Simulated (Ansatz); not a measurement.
## MnSb: changing the functional

```yaml
crystal:
  lattice:
    - [4.15000, 0.00000, 0.00000]
    - [-2.07500, 3.59401, 0.00000]
    - [0.00000, 0.00000, 5.78000]
  atoms:
    - { symbol: Sb, position: [0.66667, 0.33333, 0.75000] }
    - { symbol: Sb, position: [0.33333, 0.66667, 0.25000] }
    - { symbol: Mn, position: [0.00000, 0.00000, 0.50000] }
    - { symbol: Mn, position: [0.00000, 0.00000, 0.00000] }
```

Kept alike: task band structure; k mesh 7 × 7 × 5; occupations fermi-dirac, width 0.05 eV; collinear spin, ferromagnetic start. Program: Ansatz, all-electron LAPW, scalar-relativistic. The mesh is that of the run's cell of 4 atoms. No spin-orbit coupling.

| functional | pressure (GPa) | largest site moment (μB) |
| --- | --- | --- |
| LDA | -10.63 | 3.36 |
| PBE | -3.18 | 3.50 |
| PBEsol | -7.13 | 3.48 |

Pressure is positive in compression. For a metal such a mesh leaves the last digits unconverged. The runs hold the magnetic state that their start led to, which needn't be the lowest. Site moments count inside each atom's sphere or projector.

The pressure runs from -10.63 (LDA) to -3.18 GPa (PBE). From PBE: LDA -7.45; PBEsol -3.95. A positive pressure means that the functional's own cell is larger than the one given, a negative one that it is smaller. The largest site moment runs from 3.36 (LDA) to 3.50 μB (PBE). From PBE: LDA -0.14; PBEsol -0.02.
